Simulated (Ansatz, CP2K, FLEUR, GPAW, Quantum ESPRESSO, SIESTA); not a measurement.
**One calculation of CdSe, 7 ways**

```xyz
4
Lattice="4.3000 0.0000 0.0000 -2.1500 3.7239 0.0000 0.0000 0.0000 7.0200" Properties=species:S:1:pos:R:3 pbc="T T T"
Cd    2.1500    1.2413    3.5100
Cd    0.0000    2.4826    0.0000
Se    2.1500    1.2413    6.2127
Se    0.0000    2.4826    2.7027
```

Alike in all runs: task band structure; functional PBEsol; k mesh 7 × 7 × 4; occupations fermi-dirac, width 0.05 eV; no spin polarisation; no spin-orbit coupling. Pressure is positive in compression and, in plane waves, holds the error of the finite cutoff, which Ansatz's Pulay term estimates and takes out. Gaps are the smaller of the mesh's and the band path's.

```json
{"program and potentials": "Ansatz, Ansatz PAW", "plane-wave cutoff (eV)": "420", "notes": "potentials made for PBE, which Ansatz adapts in part; 18 valence electrons an atom on average; Pulay term of +0.03 GPa included", "band gap (eV)": "0.58", "pressure (GPa)": "0.16", "largest force (eV/Å)": "0.265"}
{"program and potentials": "Ansatz, all-electron LAPW, scalar-relativistic", "plane-wave cutoff (eV)": "-", "notes": "-", "band gap (eV)": "0.58", "pressure (GPa)": "0.18", "largest force (eV/Å)": "0.265"}
{"program and potentials": "SIESTA, files PseudoDojo sr-pbesol-0.4.1-standard, DZP (energy shift 0.003 Ry; two zetas on semicore shells)", "plane-wave cutoff (eV)": "-", "notes": "atomic basis; 18 valence electrons an atom on average", "band gap (eV)": "0.81", "pressure (GPa)": "0.41", "largest force (eV/Å)": "0.306"}
{"program and potentials": "CP2K, POTENTIAL_UZH Cd GTH-PBE-q12, Se GTH-PBE-q6; TZVP-MOLOPT-PBE-GTH basis", "plane-wave cutoff (eV)": "-", "notes": "atomic basis; potentials made for PBE; 9 valence electrons an atom on average", "band gap (eV)": "0.54", "pressure (GPa)": "1.27", "largest force (eV/Å)": "0.303"}
{"program and potentials": "GPAW, PAW data sets generated for this functional", "plane-wave cutoff (eV)": "600", "notes": "9 valence electrons an atom on average", "band gap (eV)": "0.57", "pressure (GPa)": "-0.03", "largest force (eV/Å)": "0.266"}
{"program and potentials": "Quantum ESPRESSO, GBRV 1.5 PBEsol", "plane-wave cutoff (eV)": "612", "notes": "9 valence electrons an atom on average", "band gap (eV)": "0.55", "pressure (GPa)": "0.38", "largest force (eV/Å)": "0.270"}
{"program and potentials": "FLEUR, all-electron, FLAPW", "plane-wave cutoff (eV)": "-", "notes": "-", "band gap (eV)": "0.58", "pressure (GPa)": "-", "largest force (eV/Å)": "-"}
```

Force on atom 1 (Cd), eV/Å:

| program and potentials | x | y | z |
| --- | --- | --- | --- |
| Ansatz, Ansatz PAW | 0.000 | 0.000 | 0.265 |
| Ansatz, all-electron LAPW, scalar-relativistic | 0.000 | 0.000 | 0.265 |
| SIESTA, files PseudoDojo sr-pbesol-0.4.1-standard, DZP (energy shift 0.003 Ry; two zetas on semicore shells) | 0.000 | 0.000 | 0.306 |
| CP2K, POTENTIAL_UZH Cd GTH-PBE-q12, Se GTH-PBE-q6; TZVP-MOLOPT-PBE-GTH basis | 0.000 | 0.000 | 0.303 |
| GPAW, PAW data sets generated for this functional | 0.000 | 0.000 | 0.265 |
| Quantum ESPRESSO, GBRV 1.5 PBEsol | 0.000 | 0.000 | 0.270 |

The band gap spans 0.54 (CP2K, POTENTIAL_UZH Cd GTH-PBE-q12, Se GTH-PBE-q6; TZVP-MOLOPT-PBE-GTH basis) to 0.81 eV (SIESTA, files PseudoDojo sr-pbesol-0.4.1-standard, DZP (energy shift 0.003 Ry; two zetas on semicore shells)), with all-electron results at 0.58. The pressure spans -0.03 (GPAW, PAW data sets generated for this functional) to 1.27 GPa (CP2K, POTENTIAL_UZH Cd GTH-PBE-q12, Se GTH-PBE-q6; TZVP-MOLOPT-PBE-GTH basis), with all-electron results at 0.18. Spin-orbit coupling, left out here, moves the band edges of heavy atoms. The paths' points differ, which is worth about 0.01 eV. Rows in atomic bases carry the error of their basis and grid, which can be large.

Differences between rows come from potentials, basis sets and numerical settings, since the functional is the same but for its coding. Runs on potential files found faulty are left out.
